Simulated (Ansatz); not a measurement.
# Binding curve of twisted graphene monolayer on bilayer, 87.80° (78 atoms)

The cell holds 78 atoms: 78 C. Its edges and angles: a = 8.870 Å, b = 8.870 Å, c = 20.690 Å, α = 90.0°, β = 90.0°, γ = 120.0°. It derives from C (graphene). The starting structure: Graphene (a = 2.46 Å) under graphene (a = 2.46 Å), monolayer on bilayer, commensurate cell of 13 unit cells a layer, twist 87.80 deg; facing planes 3.32, 3.37 Å apart as built; 14 Å of vacuum; minimised with a classical potential. Regions: layer 1, 26 atoms (26 C); layer 2, 26 atoms (26 C); layer 3, 26 atoms (26 C). Vacuum lies along c.

Calculated with Ansatz 0.2.0: Kohn-Sham DFT, PBE+D3(BJ), PAW (set soft_2), plane waves; cutoff 420 eV, k-mesh 3×3×1, fermi-dirac smearing of 0.025 eV. The upper part is moved rigidly along the normal by z from its relaxed place. Energies are the whole cell less its two frozen parts, over the face of 68.13 Å².

```
shift z (Å)  interaction energy (meV/Å²)
       -0.3                       -12.66
       +0.0                       -19.12
       +0.3                       -18.23
       +0.8                            ?
       +1.6                       -7.157
       +3.0                       -2.855
```

Task: Fit the universal binding curve to the rows given and interpolate to the withheld row.

Worked fit:

The universal binding curve is E(z) = −D (1 + z/l) exp(−z/l), whose curvature at z = 0 is D/l². The depth is D = 19.12 meV/Å². The three points about zero give the curvature [E(+0.3) + E(−0.3) − 2E(0)] / 0.3² = 81.56 meV/Å⁴, so l = √(D / curvature) = 0.484 Å. At z = 0.8 Å, z/l = 1.652.

Prediction at +0.8: -9.714 meV/Å². The run gave -13.28 meV/Å², so the fit is high by 3.6 meV/Å² (27 % of the value).

At the last row, z = 3 Å, the curve gives -0.280 against -2.86 meV/Å² computed: the computed tail is longer than the exponential, as the curve was made for metallic and covalent adhesion, while a dispersion term decays as a power of the distance. Among the rows given, the largest miss of the fit is at +1.6, by 4.1 meV/Å² (25 % of the range of the table).

Limits: The parts are rigid, and they also feel their periodic images through the vacuum.

[Long decimals in the printed logs are rounded to 6 places.]

[Logs are printed without paths, hosts, clocks, repeated set-up lines and the standing remarks that a program may print on its own settings, such as how far it seeks lower states.]

[Hosts, paths, dates, database ids (printed as entryN), source tags and the programs' standing remarks are cut or masked in the printed files.]
